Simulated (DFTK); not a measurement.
Crystal: Zr.

```
Zr
1.0
     3.23200    0.00000    0.00000
    -1.61600    2.79899    0.00000
     0.00000    0.00000    5.14700
Zr
2
Direct
  0.66667 0.33333 0.75000
  0.33333 0.66667 0.25000
```

Base run:

* Program: DFTK 0.8.2
* Functional: PBE
* Potentials or basis: cp2k.nc.sr.pbe.v0_1.largecore.gth (PBE, GTH)
* Cutoff: 2177 eV
* k mesh: 9 × 9 × 5
* Occupations: fermi-dirac, width 0.05 eV
* Spin: no spin polarisation

Its results: band gap on the k mesh none (metal or under the smearing width); pressure 0.0 GPa.

Question: The run is repeated on the same cell with these changes: potentials or basis from cp2k.nc.sr.pbe.v0_1.largecore.gth (PBE, GTH) to in-house norm-conserving set (PBE, scalar relativistic); cutoff from 2177 eV to 898 eV. What comes out?

Answer: Band gap on the k mesh none (metal or under the smearing width); pressure 0.5 GPa.

Caveats: GTH potentials come without recommended cutoffs, and this one wasn't checked for convergence (some runs).
